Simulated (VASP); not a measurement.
Write the native input for VASP 6.6.1 that does the following.

* Task: relaxation of cell and atoms
* Functional: PBE
* Potentials or basis: VASP PAW PBE potentials, release 64 (Ni, O)
* Cutoff: 600 eV
* k mesh: 11 × 11 × 11
* Occupations: gaussian, width 0.05 eV
* Spin: collinear spin, ferromagnetic start
* Starting moments: [1.0, 0.0] μB
* Further INCAR settings: ALGO = Fast; EDIFF = 1e-07; IBRION = 2; EDIFFG = -0.005; NSW = 60; ISIF = 3

The structure of NiO lies in POSCAR:

```
NiO
1.0
    0.0000000000      2.0621708800      2.0621708800
    2.0621708800      0.0000000000      2.0621708800
    2.0621708800      2.0621708800      0.0000000000
Ni O
1 1
Direct
    0.0000000000      0.0000000000      0.0000000000
    0.7500000000      0.7500000000      0.7500000000
```

The cell was built by a generator and needn't be a form met in nature.

These files were run (other wordings do the same):

INCAR

```
PREC = Accurate
ENCUT = 600
EDIFF = 1E-7
ISMEAR = 0
SIGMA = 0.05
LREAL = F
LASPH = T
NELM = 100
ALGO = Fast
ISIF = 3
LWAVE = F
LCHARG = F
ISPIN = 2
MAGMOM = 1 0
LORBIT = 11
LMAXMIX = 4
GGA = PE
IBRION = 2
NSW = 60
EDIFFG = -0.005
```

KPOINTS

```
Automatic mesh
0
Gamma
  11 11 11
```

Potentials or basis: VASP PAW PBE potentials, release 64 (Ni, O).

Launch:

```sh
$ cat potpaw_PBE.64/Ni/POTCAR potpaw_PBE.64/O/POTCAR > POTCAR
$ mpirun -np 1 vasp_std > vasp.out
```

Results of the run:

```
Relaxed volume                                        : 11.27 Å³/atom
Relaxed cell                                          : a = 3.171 Å, b = 3.171 Å, c = 3.171 Å, α = 60.00°, β = 60.00°, γ = 60.00°
Space group after relaxing (to 0.05 Å)                : F-43m (No. 216)
Energy gained by relaxing                             : 376.3 meV/atom
Ionic steps                                           : 18
Pressure after relaxing                               : 0.0 GPa
Band gap on the k mesh                                : none (metal or under the smearing width)
Net moment                                            : 1.93 μB per cell
Site moments                                          : Ni +1.51; O +0.37 μB
Valence electrons inside the program's atomic spheres : Ni 9.10; O 4.97
```

Caveat: the volume moved by over 15 % at a fixed basis, so the end points are rough; a cell with one magnetic atom can't hold antiferromagnetic order, which such compounds often take; semilocal functionals often make such compounds metallic where correlation or magnetic order opens a gap, which also shifts bond lengths.

Wall time 7.1 min on 1 thread of AMD EPYC 7R43 64-Core Processor (Zen 3) (shared host), peak memory 0.13 GiB.
